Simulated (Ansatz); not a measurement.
Input and output of a one-shot G0W0 calculation on MgSe in the rocksalt structure (Ansatz, G0W0@PBE with 224 empty bands, a screening cutoff of 180 eV and a 6×6×6 mesh). Cell and atoms come from a relaxation with r2SCAN.

The input:
```yaml
crystal:
  lattice:
    - [0.0, 2.7362693767, 2.7362693767]
    - [2.7362693767, 0.0, 2.7362693767]
    - [2.7362693767, 2.7362693767, 0.0]
  atoms:
    - { symbol: Mg, position: [0.0, 0.0, 0.0] }
    - { symbol: Se, position: [0.5, 0.5, 0.5] }
kpoints:
  mp_grid: { grid: [6, 6, 6] }
hamiltonian:
  xc: pbe
scf:
  occupations: { method: fixed }
gw:
  n_empty_bands: 224
  ecut_chi: 180
  qp_bands: [v2, c2]
  qp_kpoints: band_edges
  screening: { model: contour_deformation }
```

It took 13 s on 1 × NVIDIA H100 80GB HBM3 with 1 thread of AMD EPYC 7R13 Processor (Zen 3), with other jobs on the host, load about 2.1 per core; peak host memory 1.4 GiB.

Main lines of the log:
```
Functional definition: PBE
Crystal: 2 atoms, lattice volume = 40.974 Å³
Basis set: ecut = 420 eV, 821 PW (Γ)
Bands: 17, of which v1, the nominal top of the filled ones, is band 13 counted from 1 (12 counted from 0)
Symmetry: 48 space group operations
Space group: Fm-3m (ITA 225)
k-points: 16 of 216
preconditioner: auto → none  [insulator: Δε(μ)=1.786 eV  ℏωp=16.4 eV]
SCF converged after 6 iterations
Free energy (F): -7395.355551 eV
Fermi energy:    7.616343 eV
--- Band table (eV; the first three rows and the last of 16) ---
  k-point 0: bands = […, -34.5053, -34.5053, -5.2639, 7.6163, 7.6163, 7.6163, 10.1434, 15.0421, 15.0421, 15.0421]
  k-point 1: bands = […, -34.5053, -34.5053, -5.0363, 5.8056, 7.4521, 7.4521, 11.4523, 14.7408, 15.2092, 15.2092]
  k-point 2: bands = […, -34.5054, -34.5054, -4.4984, 3.6506, 7.1699, 7.1699, 11.6141, 14.1658, 14.1658, 16.1126]
  k-point 15: bands = […, -34.5070, -34.5064, -3.8329, 3.8519, 4.9866, 5.2586, 11.1818, 13.4307, 15.7766, 17.0617]
--- G₀W₀: contour deformation, 7 samples at zero and on the imaginary axis and 2 off it, 216 q-points, 224 empty bands' worth ---
    ik  band        ε_KS         Σx   Σc(E_QP)       V_xc       Z   E_QP_lin       E_QP  E_QP is
     0    12      7.6163   -17.6485     1.5237   -15.1439  0.7775     6.6237     6.6355  root
     0    13      7.6163   -17.6485     1.5237   -15.1439  0.7775     6.6237     6.6355  root
     0    14     10.1434    -8.8058    -3.9027   -13.0290  0.8050    10.4649    10.4640  root
     0    15     15.0421    -4.6883    -4.4795    -9.3969  0.7847    15.2722    15.2713  root
     1    12      7.4521   -17.4975     1.5717   -14.9333  0.7764     6.4473     6.4597  root
     1    13      7.4521   -17.4975     1.5717   -14.9333  0.7764     6.4473     6.4597  root
     1    14     11.4523    -8.5989    -4.0220   -12.9152  0.7984    11.7476    11.7467  root
     1    15     14.7408    -5.7638    -4.5521   -10.5432  0.7789    14.9690    14.9682  root
     2    12      7.1699   -17.3074     1.6652   -14.6284  0.7744     6.1426     6.1562  root
     2    13      7.1699   -17.3074     1.6652   -14.6284  0.7744     6.1426     6.1562  root
     2    14     11.6141    -6.5863    -4.0071   -10.8318  0.8030    11.8531    11.8525  root
     2    15     14.1658    -5.6972    -4.4778   -10.4870  0.7804    14.4793    14.4778  root
     3    12      7.0465   -17.2430     1.7063   -14.5135  0.7734     6.0092     6.0233  root
     3    13      7.0465   -17.2430     1.7063   -14.5135  0.7734     6.0092     6.0233  root
     3    14     11.4361    -6.3525    -3.9375   -10.5071  0.8049    11.6537    11.6532  root
     3    15     13.7183    -5.8140    -4.3728   -10.5036  0.7841    14.0366    14.0351  root
     6    12      5.9845   -16.4237     1.9791   -13.4102  0.7642     4.9321     4.9501  root
     6    13      6.6804   -17.0179     1.8141   -14.1699  0.7704     5.6310     5.6465  root
     6    14     11.8921    -6.2611    -4.0815   -10.6068  0.7974    12.1571    12.1563  root
     6    15     13.4077    -7.0209    -4.3715   -11.6699  0.7843    13.6863    13.6852  root
     8    12      6.3567   -16.6163     1.8916   -13.6932  0.7677     5.3087     5.3253  root
     8    13      7.4234   -17.4691     1.5779   -14.8922  0.7763     6.4120     6.4246  root
     8    14     12.6937    -7.9643    -4.3249   -12.6119  0.7904    13.0178    13.0165  root
     8    15     14.2750    -6.4291    -4.7029   -11.4583  0.7716    14.6030    14.6013  root
     9    12      6.2061   -16.8784     1.9888   -13.8379  0.7655     5.1367     5.1546  root
     9    13      6.2061   -16.8784     1.9888   -13.8379  0.7655     5.1367     5.1546  root
     9    14     10.5125    -6.9725    -3.8411   -11.0899  0.8001    10.7896    10.7888  root
     9    15     12.1293    -4.5411    -3.9451    -8.6106  0.8058    12.2539    12.2537  root
    10    12      5.2108   -16.1709     2.2657   -12.8599  0.7538     4.1425     4.1655  root
    10    13      6.1030   -16.8419     2.0179   -13.7680  0.7646     5.0287     5.0470  root
    10    14     10.4012    -6.9310    -3.7798   -10.9626  0.8010    10.6536    10.6529  root
    10    15     12.8195    -5.4105    -4.1013    -9.6721  0.7975    12.9802    12.9798  root
    12    12      5.8631   -16.8079     2.1068   -13.6360  0.7617     4.7785     4.7980  root
    12    13      5.8631   -16.8079     2.1068   -13.6360  0.7617     4.7785     4.7980  root
    12    14      9.4179    -7.0161    -3.5951   -10.8582  0.8040     9.6654     9.6649  root
    12    15     11.6152    -4.6155    -3.8428    -8.5677  0.8081    11.7246    11.7245  root
```

The rows of the band table are 0: (0, 0, 0) = Γ, 1: (0, 0, 1/6), 2: (0, 0, 1/3), 15: (1/6, -1/2, -1/3).

The points are ik 0 = (0, 0, 0) (Γ), ik 1 = (0, 0, 1/6), ik 2 = (0, 0, 1/3), ik 3 = (0, 0, -1/2), ik 6 = (0, 1/6, -1/2), ik 8 = (0, 1/6, -1/6), ik 9 = (0, 1/3, 1/3), ik 10 = (0, 1/3, -1/2), ik 12 = (0, -1/2, -1/2); band 13 is the last filled one.

The quasiparticle gap on this mesh is 3.03 eV (Γ to k = (0, -1/2, -1/2)), against 1.80 eV from PBE: +1.23 eV. Renormalisation factors Z lie between 0.75 and 0.81. G0W0 here is at a finite number of bands, screening cutoff and k mesh, not at the basis limit.

Calculated for a static, non-magnetic cell.

The runs are scalar-relativistic, without spin-orbit coupling.
